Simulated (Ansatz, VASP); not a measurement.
W: VASP beside Ansatz

INCAR

```
SYSTEM = W
PREC     = Accurate       ! precision mode
ENCUT    = 520            ! plane-wave cutoff, eV
EDIFF    = 1E-6           ! SCF threshold, eV
ISMEAR   = 0              ! smearing method
SIGMA    = 0.1            ! smearing width, eV
LREAL    = .FALSE.        ! projectors in reciprocal space
LASPH    = .TRUE.         ! aspherical terms in the spheres
NELM     = 100            ! most SCF steps
ALGO     = Normal         ! electronic algorithm
ISIF     = 2              ! what is computed and relaxed
LWAVE    = .FALSE.        ! write WAVECAR
LCHARG   = .FALSE.        ! write CHGCAR
GGA      = PS             ! functional
NBANDS   = 13             ! bands
```

KPOINTS

```
regular mesh
0
G
  8 8 8
  0 0 0
```

POSCAR

```
W
1.0
   -1.5861829274      1.5861829274      1.5861829274
    1.5861829274     -1.5861829274      1.5861829274
    1.5861829274      1.5861829274     -1.5861829274
W
1
Direct
    0.0000000000      0.0000000000      0.0000000000
```

Input for Ansatz:

```yaml
crystal:
  lattice:
    - [-1.5861829274, 1.5861829274, 1.5861829274]
    - [1.5861829274, -1.5861829274, 1.5861829274]
    - [1.5861829274, 1.5861829274, -1.5861829274]
  atoms:
    - { symbol: W, position: [0.0, 0.0, 0.0] }
basis:
  ecutwfc: 420
kpoints:
  mp_grid: { grid: [8, 8, 8] }
hamiltonian:
  xc: pbesol
scf:
  occupations: { method: gaussian, width: 0.1 }
output:
  forces: true
  stress: true
  eigenvalues: true
```

Alike in both runs: task single point; functional PBEsol; k mesh 8 × 8 × 8; occupations gaussian, width 0.1 eV; no spin polarisation.

```csv
,VASP,Ansatz
version,VASP 6.6.1,Ansatz 0.2.0
potentials or method,"VASP PAW PBE potentials, release 64 (W_sv)","scalar-relativistic, plane waves, PAW"
plane-wave cutoff (eV),520,420
valence electrons in the cell,14,14
```

VASP gave:

* gap on the k mesh at the Fermi level (eV): none
* pressure (GPa): -4.4

Q: What did Ansatz give for the same quantities?

A: gap on the k mesh at the Fermi level (eV): none; pressure (GPa): -5.0.

A gap of «none» marks a metal or a gap that the smearing closes. With one functional, cell and mesh, what is left measures potentials, basis and numerics.

Caveats: the PAW data sets were made with another functional, which shifts forces and pressure a little (VASP). Spin-orbit coupling is left out, which matters for the levels of W.
